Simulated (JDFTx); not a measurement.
Runs of JDFTx 1.7.0 (patched build) on BP. The structure is cubic, space group F-43m (No. 216). Conventional cell: a = 4.538 Å, b = 4.538 Å, c = 4.538 Å, α = 90.00°, β = 90.00°, γ = 90.00°. Around P (site symmetry -43m) lie 4 B at 1.97 Å. B (site symmetry -43m) has 4 P at 1.97 Å as nearest neighbours. 

```csv
task,level,potentials or basis,cell,cutoff (eV),smearing,local potential set to -Z/r beyond,max SCF steps,SCF threshold on the energy,solver of the electrons,further solve for the empty bands,gap on the mesh (eV),pressure (GPa),relaxed volume (Å³/atom)
single point,revPBE,PseudoDojo-SR-PBE-0.5-standard with smoothed tails,as given,1034,fermi-dirac 0.05 eV,6 bohr,100,1e-09 Ha,scf,yes,(b),1.7,-
single point,LDA,PseudoDojo-SR-LDA-0.4.1-standard with smoothed tails,as given,1034,fermi-dirac 0.05 eV,6 bohr,100,1e-09 Ha,scf,yes,1.20,-5.6,-
single point,r2SCAN,SG15-PBE-1.2,as given,1088,fermi-dirac 0.05 eV,-,100,1e-09 Ha,scf,yes,1.41,-0.5,-
single point,PBEsol,PseudoDojo-SR-PBEsol-0.4.1-standard with smoothed tails,as given,1034,gaussian 0.1 eV,6 bohr,100,1e-09 Ha,scf,yes,1.14,-1.9,-
single point,PBE,PseudoDojo-SR-PBE-0.5-standard,as given,1034,fermi-dirac 0.05 eV,-,100,1e-09 Ha,scf,yes,1.25,1.0,-
relaxation of cell and atoms,LDA,PseudoDojo-SR-LDA-0.4.1-standard with smoothed tails,relaxed,1034,fermi-dirac 0.05 eV,6 bohr,100,1e-09 Ha,scf,no,(a),0.0,11.29
relaxation of cell and atoms,PBE,PseudoDojo-SR-PBE-0.5-standard with smoothed tails,relaxed,1034,fermi-dirac 0.05 eV,6 bohr,100,1e-09 Ha,scf,no,1.26,0.0,(c)
single point,BLYP,PseudoDojo-SR-PBE-0.5-standard,as given,1034,fermi-dirac 0.05 eV,-,100,1e-09 Ha,scf,yes,1.52,7.1,-
```

Alike in all rows: no spin polarisation; k mesh 10 × 10 × 10.

Estimate the missing entries.

(a) 1.16; (b) 1.30; (c) 11.75.

Caveats: the empty levels aren't tightly converged (some runs); the potentials were made for another functional, which shifts forces and pressure (some runs).

A k mesh can miss the band edges.
